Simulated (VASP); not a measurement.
A run of VASP 6.6.1 is set up as follows.

File INCAR:

```
ALGO = Normal
EDIFF = 1E-6
ENCUT = 520
GGA = PE
ISIF = 2
ISMEAR = -1
LASPH = True
LCHARG = False
LREAL = False
LWAVE = False
NBANDS = 17
NELM = 100
PREC = Accurate
SIGMA = 0.03
```

File KPOINTS:

```
k-points
0
Gamma
  10 10 10
```

File POSCAR:

```
TePb
1.0
    0.0000000000      3.2270000000      3.2270000000
    3.2270000000      0.0000000000      3.2270000000
    3.2270000000      3.2270000000      0.0000000000
Te Pb
1 1
Direct
    0.5000000000      0.5000000000      0.5000000000
    0.0000000000      0.0000000000      0.0000000000
```

Potentials or basis: VASP PAW PBE potentials, release 64 (Te, Pb_d).

The run is started by

```sh
$ cat potpaw_PBE.64/Te/POTCAR potpaw_PBE.64/Pb_d/POTCAR > POTCAR
$ mpirun -np 1 vasp_std > vasp.out
```

Task: Predict the band gap on the k mesh.

Result: 0.73 eV, direct.

Task: Estimate the pressure.

Result: 2.2 GPa.

Caveat: spin-orbit coupling is left out, which moves the levels of the heavy elements.

**Measured values to compare with.**

From a printed reference work, monograph, for a bulk crystal of TePb at 4.2 K: band gap 0.19 eV (direct).

Against the measured gap of TePb, 0.19 eV (direct; 4.2 K; a printed reference work, monograph), the calculated 0.73 eV is off by +0.54 eV. Spin-orbit coupling on Pb, Te is left out. The value is that of PBE on a finite k mesh, which can miss the band edges, without temperature or zero-point motion.
